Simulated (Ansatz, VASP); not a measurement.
# GaSb in VASP and in Ansatz

```xyz
2
Lattice="0.0000 3.0663 3.0816 3.0663 0.0000 3.0816 3.0663 3.0663 0.0000" Properties=species:S:1:pos:R:3 pbc="T T T"
Ga    0.0000    0.0000    0.0000
Sb    4.5994    4.5994    4.6224
```

Change from the starting cell: z stretched by +0.5 %, x and y held, PAW files.

Alike in both runs: task single point; functional r2SCAN; k mesh 8 × 8 × 8; no spin polarisation.

|  | VASP | Ansatz |
| --- | --- | --- |
| version | VASP 6.6.1 | Ansatz 0.2.0 |
| potentials or method | VASP PAW PBE potentials, release 64 (Ga_d, Sb) | PAW with Ansatz's default frozen-core files, scalar-relativistic |
| plane-wave cutoff (eV) | 520 | 500 |
| occupations | gaussian, width 0.01 eV | fixed |
| valence electrons in the cell | 18 | 28 |

VASP gave:

| Property | Result |
| --- | --- |
| gap on the k mesh at the Fermi level (eV) | 0.35 |
| pressure (GPa) | -0.2 |
| largest component of the traceless stress (GPa) | 0.16 |

Problem. Estimate Ansatz's values.

Solution. gap on the k mesh at the Fermi level (eV): 0.36; pressure (GPa): -0.3; largest component of the traceless stress (GPa): 0.17.

The two sets of potentials don't hold the same shells in valence.

Caveats: the PAW data sets were made with another functional, which shifts forces and pressure a little (VASP); spin-orbit coupling is left out, which moves the levels of the heavy elements.
